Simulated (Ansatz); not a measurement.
The system is BP.

```xyz
2
Lattice="0.0000 2.2690 2.2690 2.2690 0.0000 2.2690 2.2690 2.2690 0.0000" Properties=species:S:1:pos:R:3 pbc="T T T"
P     3.4035    3.4035    3.4035
B     0.0000    0.0000    0.0000
```

```yaml
Program: Ansatz 0.2.0
Task: relaxation of cell and atoms
Functional: revPBE
Dispersion: D3(BJ)
Potentials_or_basis: Ansatz PAW
Cutoff: "420 eV (not typed: the program's choice for these potentials)"
k_mesh: 10 × 10 × 10
Occupations: fermi-dirac, width 0.05 eV
Spin: no spin polarisation
```

At the start: volume 11.68 Å³/atom.

Q: How do energy, volume and symmetry change on relaxing?

A: It ends after 5 steps and the volume is 11.28 Å³/atom (-3.5 %); space group F-43m (No. 216, to 0.05 Å).

The path:
| step | energy change (eV) | largest force (eV/Å) | volume (Å³) |
| --- | --- | --- | --- |
| 1 | 0.0000 | 0.0000 | 23.36 |
| 2 | -0.0124 | 0.0000 | 22.91 |
| 3 | -0.0158 | 0.0000 | 22.53 |
| 4 | -0.0158 | 0.0000 | 22.55 |
| 5 | -0.0152 | 0.0000 | 22.55 |

Final structure:
```yaml
crystal:
  lattice:
    - [0.00000, 2.24242, 2.24242]
    - [2.24242, 0.00000, 2.24242]
    - [2.24242, 2.24242, 0.00000]
  atoms:
    - { symbol: P, position: [0.75000, 0.75000, 0.75000] }
    - { symbol: B, position: [0.00000, 0.00000, 0.00000] }
```

Caveat: the plane-wave basis is chosen anew once the cell has moved, so the energies of steps on either side of that aren't comparable; the PAW data sets come from PBE, with cores solved anew for the run's functional, which leaves a small shift of forces and pressure.
